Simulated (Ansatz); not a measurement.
**Ge under changes of volume**

One of the cells (19.014 Å³/atom); the others are scaled copies at fixed shape and fractional positions:

```
CELL_PARAMETERS angstrom
-2.49590 2.65086 1.43695
2.49590 -2.65086 1.43695
2.49590 2.65086 -1.43695
ATOMIC_POSITIONS crystal
Ge 0.31406 0.06406 0.25000
Ge 0.68594 0.93594 0.75000
```

This isn't the form of Ge at room conditions, which is diamond.

```yaml
Program: Ansatz 0.2.0
Functional: LDA
Potentials_or_basis: all-electron LAPW, scalar-relativistic
Cutoff: 253 eV (chosen from the basis error)
Basis_error_allowed: 0.001 eV/atom
k_mesh: 11 × 11 × 11
Occupations: fermi-dirac, width 0.05 eV
Spin: no spin polarisation
```

| volume (Å³/atom) | energy over the lowest point (meV/atom) | pressure (GPa) | largest force (eV/Å) |
| --- | --- | --- | --- |
| 17.874 | 0.00 | 0.4 | 0.062 |
| 18.254 | 1.22 | -1.3 | 0.065 |
| 18.634 | 6.30 | -2.8 | 0.067 |
| 19.014 | 14.78 | -4.2 | 0.068 |
| 19.395 | 26.22 | -5.4 | 0.069 |
| 19.775 | ? | ? | ? |
| 20.155 | 56.63 | -7.3 | 0.066 |

Task: What does the run at 19.775 Å³/atom give?

Result: Energy over the lowest point 40.27 meV/atom; pressure -6.4 GPa; largest force 0.068 eV/Å.

Worked out: A Birch-Murnaghan fit of order 3 (a polynomial in V^(-2/3)) to the other rows has its minimum at 17.95 Å³/atom with B0 = V·E''(V) = 85 GPa and B' = 5.1 at fixed shape and positions, which overstates the stiffness. It gives 40.28 meV/atom at 19.775 Å³/atom, against the run's 40.27, and -dE/dV = -6.4 GPa, against -6.4.

Energies are extrapolated to zero smearing.
